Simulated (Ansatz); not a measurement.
# Al3Cu2: the cost of one run

Computed with Ansatz 0.2.0 (DFT r2SCAN, scalar-relativistic, plane waves, PAW, unless a step's input says otherwise).

2 further runs of the same task are left out: 2 set aside as unsound or not needed.

## (1) The starting structure

Symmetry: P-3m1, No. 164, trigonal system. Conventional cell: a = 4.102 Å, b = 4.102 Å, c = 4.990 Å, α = 90.00°, β = 90.00°, γ = 120.00°. Al (site symmetry -3m) has 6 Cu at 2.50 Å as nearest neighbours. Around Al (site symmetry 3m) lie 5 Cu at 2.45 to 2.55 Å and 3 Al at 2.80 Å. Around Cu (site symmetry 3m) lie 8 Al at 2.45 to 2.55 Å.

Coordinates:

```
Al Cu
1.0
     4.10181    0.00000    0.00000
    -2.05091    3.55227    0.00000
     0.00000    0.00000    4.98986
Al Cu
3 2
Cartesian
  0.0000 0.0000 0.0000
  0.0000 2.3682 1.7473
  2.0509 1.1841 3.2425
  0.0000 2.3682 4.1923
  2.0509 1.1841 0.7975
```

It goes back to an entry of the Materials Project, which need not be the stable form.

This cell was relaxed beforehand with the same method: volume 14.54 Å³/atom, gap on the mesh none (metal).

The unstrained cell was computed beforehand with the same settings: E(σ→0) = -14884.6726 eV for 5 atoms, gap none (metal).

## (2) At -1.0 %

File input.yaml:

```yaml
crystal:
  lattice:
    - [4.0607936633, 0.0, 0.0]
    - [-2.0303968316, 3.5167504719, 0.0]
    - [0.0, 0.0, 5.0198005647]
  atoms:
    - { symbol: Al, position: [0.0, 0.0, 0.0] }
    - { symbol: Al, position: [0.3333333333, 0.6666666667, 0.3501725376] }
    - { symbol: Al, position: [0.6666666667, 0.3333333333, 0.6498274624] }
    - { symbol: Cu, position: [0.3333333333, 0.6666666667, 0.8401683162] }
    - { symbol: Cu, position: [0.6666666667, 0.3333333333, 0.1598316838] }
basis:
  ecutwfc: 500
kpoints:
  mp_grid: { grid: [12, 12, 8] }
hamiltonian:
  xc: r2scan
scf:
  occupations: { method: gaussian, width: 0.1 }
output:
  forces: true
  stress: true
  eigenvalues: true
relax:
  adjacent_minimum: "off"
  f_tol: 0.008
  max_steps: 40
  cell: { stress_tol: 0.015, fix: [a, b, gamma] }
```

Command:

```sh
$ ansatz run input.yaml --threads 1 --pin off --max-ram 2560MiB --backend cpu --events-out ev --progress --plain --runs-dir out
```

**Question.** How long does this run take on 1 thread of Intel Xeon at 2.70GHz, shared host, and how much memory does it need?

About 2.2 min, with a peak of 0.73 GiB.
